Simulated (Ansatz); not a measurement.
## A film clamped to a substrate in Ba

Level of theory: DFT PBE, scalar-relativistic, plane waves, PAW (Ansatz 0.2.0). The runs took a 420 eV cutoff, a Γ-centred 14×14×14 mesh and Gaussian smearing (0.15 eV). No spin polarisation. Energies are free energies at this smearing, counted from the undisturbed cell; pressure is positive in compression.

Zero of the scan (as given, not relaxed at this level; it stands at 0.1 GPa):

```xyz
1
Lattice="-2.5000 2.5000 2.5000 2.5000 -2.5000 2.5000 2.5000 2.5000 -2.5000" Properties=species:S:1:pos:R:3 pbc="T T T"
Ba    0.0000    0.0000    0.0000
```

The cell (1 atom, V0 = 62.50 Å³) is strained by p along both x and y and by q along z, fractional coordinates fixed. τp = (1/V0) ∂E/∂p = (σxx + σyy)(1 + p)(1 + q) and τq = (1/V0) ∂E/∂q = σzz(1 + p)², with tension positive.

```
     p q  ΔE (meV/atom)  τp (GPa)  τq (GPa)
 0.000   0.000           0.00     -0.22     -0.11
-0.050   0.000          24.87     -2.41     -0.90
 0.050   0.000          13.14      1.50      0.56
 0.000  -0.050           8.76     -0.96     -0.82
 0.000   0.050           3.11      0.50      0.40
```

Get the second derivatives of the energy density.

Central differences give A = ∂τp/∂p = 39 GPa (C11 + C22 + 2 C12), C = ∂τq/∂q = 12.2 GPa (C33) and the cross term B = ∂τq/∂p = 14.6 GPa (C13 + C23); ∂τp/∂q = 14.6 GPa must equal B, and any difference shows higher-order terms. Steps this large leave an error of some per cent of A or C in all of these, which can swamp a small B. The ions are clamped. In a cubic crystal C11 = C = 12.2, C12 = B/2 = 7.3 GPa and A should be 2(C11 + C12) = 39 GPa; the bulk modulus is (C11 + 2 C12)/3 = 8.9 GPa.

A film of this crystal grows with z along the normal on a substrate that imposes p. How does its thickness respond, and what does the misfit cost?

Count p and q from the stress-free cell. A free surface needs τq = 0, so q = −(B/C) p = -1.20 p. The energy density left is (A − B²/C) p²/2 = M p², with the biaxial modulus M = 10.8 GPa; a misfit of 1 % costs 0.42 meV/atom, against 0.76 meV/atom if the thickness were held.

In a metal these slopes depend on the k mesh and the smearing.